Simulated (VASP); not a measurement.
A run of VASP 6.6.1 is set up as follows.

The input INCAR:

```
ALGO = Normal ; EDIFF = 1E-7
ENCUT = 520 ; GGA = PE
ISIF = 2 ; ISMEAR = 0
LASPH = True ; LCHARG = True
LELF = True ; LREAL = False
LVHAR = True ; LWAVE = False
NBANDS = 46 ; NELM = 100
PREC = Accurate ; SIGMA = 0.05
```

The input KPOINTS:

```
k-points
0
Gamma
  9 9 2
```

Contents of POSCAR:

```
ZnS
1.0
    3.8465705991      0.0000000000      0.0000000000
   -1.9232852995      3.3312278562      0.0000000000
    0.0000000000      0.0000000000     12.5895364177
Zn S
4 4
Direct
    0.0000000000      0.0000000000      0.0000492057
    0.0000000000      0.0000000000      0.5000492057
    0.3333333333      0.6666666667      0.2500242903
    0.6666666667      0.3333333333      0.7500242903
    0.0000000000      0.0000000000      0.1872905901
    0.0000000000      0.0000000000      0.6872905901
    0.3333333333      0.6666666667      0.4376359138
    0.6666666667      0.3333333333      0.9376359138
```

Potentials or basis: VASP PAW PBE potentials, release 64 (Zn, S).

The run is started by

```console
$ cat potpaw_PBE.64/Zn/POTCAR potpaw_PBE.64/S/POTCAR > POTCAR
$ mpirun -np 1 vasp_std > vasp.out
```

Q: Estimate the band gap on the k mesh.

A: 2.05 eV.

Q: Predict the largest force.

A: 0.004 eV/Å.

Q: Estimate the pressure.

A: 0.2 GPa.

Forces in eV/Å, atoms in the order of the input:
```
Zn   0.000  0.000  0.004
Zn   0.000  0.000  0.004
Zn   0.000  0.000  0.003
Zn   0.000  0.000  0.003
S    0.000  0.000 -0.004
S    0.000  0.000 -0.004
S    0.000  0.000 -0.003
S    0.000  0.000 -0.003
```

**Experimental background.**

A printed reference work, monograph reports, for a bulk crystal of ZnS at 4 K: band gap 3.911 eV (direct).

A measured gap of ZnS is 3.911 eV (direct; 4 K; a printed reference work, monograph); the calculated 2.05 eV misses it by -1.86 eV. The value is that of PBE, without temperature or zero-point motion. Semilocal functionals fall short of measured gaps as a rule.
